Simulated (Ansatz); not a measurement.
Input and command of a plane-wave DFT calculation in Ansatz:

```yaml
crystal:
  lattice:
    - [0.0, 3.2391, 3.3524685]
    - [3.2391, 0.0, 3.3524685]
    - [3.2391, 3.2391, 0.0]
  atoms:
    - { symbol: In, position: [0.0, 0.0, 0.0] }
    - { symbol: Sb, position: [0.75, 0.75, 0.75] }
basis:
  ecutwfc: 420
kpoints:
  mp_grid: { grid: [12, 12, 12] }
hamiltonian:
  xc: pbe
scf:
  occupations: { method: gaussian, width: 0.15 }
output:
  forces: true
  stress: true
  eigenvalues: true
```

```bash
ansatz run input.yaml --threads 1 --pin off --max-ram 2560MiB --backend cpu --events-out ev --progress --plain --runs-dir out
```

Processor: Intel(R) Xeon(R) Processor @ 2.70GHz, 1 thread, on a host shared with other jobs.

How long does it run, and how much memory does it take?

About 17 s on 1 thread of Intel(R) Xeon(R) Processor @ 2.70GHz, on a shared host, peak memory 0.52 GiB. It solves 18 bands at 163 k points (the mesh reduced by symmetry) with about 1387 plane waves, in 6 SCF iterations.
